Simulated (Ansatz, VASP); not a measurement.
# Al in VASP and in Ansatz

```
Al
1.0
     2.67183    0.00000    0.00000
    -1.33592    2.31387    0.00000
     0.00000    0.00000    4.74518
Al
2
Direct
  0.66667 0.33333 0.75000
  0.33333 0.66667 0.25000
```

Change from the starting cell: strain -0.050 along x and y, -0.025 along z, atoms carried along.

Alike in both runs: task single point; functional PBEsol; k mesh 21 × 21 × 10; occupations gaussian, width 0.15 eV; no spin polarisation.

```csv
,VASP,Ansatz
version,VASP 6.6.1,Ansatz 0.2.0
potentials or method,"VASP PAW PBE potentials, release 64 (Al)","scalar-relativistic, plane waves, PAW"
plane-wave cutoff (eV),520,420
valence electrons in the cell,6,6
```

|  | VASP | Ansatz | Ansatz less VASP |
| --- | --- | --- | --- |
| gap on the k mesh at the Fermi level (eV) | none | none | - |
| pressure (GPa) | 11.7 | 11.6 | -0.11 |
| largest component of the traceless stress (GPa) | 6.07 | 6.02 | -0.050 |

A gap of «none» marks a metal or a gap that the smearing closes. The functional is the same, so the differences come from potentials, cutoffs and numerics.

Caveats: the PAW data sets were made with another functional, which shifts forces and pressure a little (VASP).
